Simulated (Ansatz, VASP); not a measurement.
Two plane-wave programs on AgCl

INCAR

```
PREC = Accurate
ENCUT = 520
EDIFF = 1E-7
ISMEAR = 0
SIGMA = 0.1
LREAL = F
LASPH = T
NELM = 60
ALGO = Normal
ISIF = 2
LWAVE = F
LCHARG = F
GGA = PE
IVDW = 12
NBANDS = 16
```

KPOINTS

```
Automatic mesh
0
Gamma
  6 6 6
```

File POSCAR:

```
AgCl
1.0
    0.0000000000      2.7731500000      2.7731500000
    2.7731500000      0.0000000000      2.7731500000
    2.7731500000      2.7731500000      0.0000000000
Ag Cl
1 1
Direct
    0.5000000000      0.5000000000      0.5000000000
    0.0000000000      0.0000000000      0.0000000000
```

Input for Ansatz:

```yaml
crystal:
  lattice:
    - [0.0, 2.77315, 2.77315]
    - [2.77315, 0.0, 2.77315]
    - [2.77315, 2.77315, 0.0]
  atoms:
    - { symbol: Ag, position: [0.5, 0.5, 0.5] }
    - { symbol: Cl, position: [0.0, 0.0, 0.0] }
basis:
  ecutwfc: 420
kpoints:
  mp_grid: { grid: [6, 6, 6] }
hamiltonian:
  xc: pbe
  dispersion: d3bj
scf:
  occupations: { method: gaussian, width: 0.1 }
output:
  forces: true
  stress: true
  eigenvalues: true
```

Alike in both runs: task single point; functional PBE; dispersion D3(BJ); k mesh 6 × 6 × 6; occupations gaussian, width 0.1 eV; no spin polarisation.

```csv
,VASP,Ansatz
version,VASP 6.6.1,Ansatz 0.2.0
potentials or method,"VASP PAW PBE potentials, release 64 (Ag, Cl)","scalar-relativistic, plane waves, PAW"
plane-wave cutoff (eV),520,420
valence electrons in the cell,18,26
```

VASP gave:

| Property | Result |
| --- | --- |
| gap on the k mesh at the Fermi level (eV) | 0.91 |
| least direct gap on the mesh (eV) | 3.23 |
| pressure (GPa) | -1.1 |

Problem. What did Ansatz give for the same quantities?

Solution. gap on the k mesh at the Fermi level (eV): 0.91; least direct gap on the mesh (eV): 3.23; pressure (GPa): -0.9.

The two sets of potentials don't hold the same shells in valence.

A k mesh can miss the band edges.
